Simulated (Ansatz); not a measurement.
System: MoS2/MoS2 (multilayer of trigonal-prismatic sheets).

The cell holds 6 atoms: 2 Mo and 4 S. Its edges and angles: a = 3.152 Å, b = 3.152 Å, c = 41.600 Å, α = 90.0°, β = 90.0°, γ = 120.0°. Regions: layer 1 (MoS2), 3 atoms (1 Mo and 2 S); layer 2 (MoS2), 3 atoms (1 Mo and 2 S). Vacuum lies along c.

```xyz
6
Lattice="3.1518 0.0000 0.0000 -1.5759 2.7295 0.0000 0.0000 0.0000 41.6000" Properties=species:S:1:pos:R:3
Mo    0.0000    1.8197   17.7688
S     1.5759    0.9098   19.3350
S     1.5759    0.9098   16.2012
Mo    1.5759    0.9098   23.8312
S     0.0000    1.8197   25.3988
S     0.0000    1.8197   22.2650
```

The structure was relaxed with PBE-D3(BJ). The runs that relaxed it are not among those shown. PAW set soft_2, made with PBE.

Gaps computed with Ansatz 0.2.0 without a self-energy: PBE 1.21 eV and HSE06 1.79 eV.

Q: Estimate the G0W0@PBE gap with 9×9×1 mesh, 475 empty bands, screening to 70 eV, default PAW files.

About 1.76 eV: on its mesh the run moves the gap from 1.29 eV by +0.55 eV, and the mesh misses the edges by 0.07 eV. Among the scalar-relativistic levels given, HSE06 is nearest (+0.03 eV). Bands and cutoff are finite, so the gap is not at the basis limit. The miss can reach some tenths of an eV and take either sign; the mesh is an error of its own. The mesh in the plane is coarse for a sheet; gap and any exciton binding can still move on denser ones. The many-body steps are scalar-relativistic: spin-orbit coupling is not in them.

[Paths, hosts, dates, memory and timing lines, banners, echoed tables and standing remarks are left out of the program output.]

[Logs are printed without paths, hosts, clocks, repeated set-up lines and the standing remarks that a program may print on its own settings, such as how far it seeks lower states.]

[Runs of the session that timed out or met a known fault of the program may be left out.]

[Cells called generated may have been cut or substituted from an entry of the Crystallography Open Database or the Materials Project.]

[Hosts, paths, dates, database ids (printed as entryN), source tags and the programs' standing remarks are cut or masked in the printed files.]
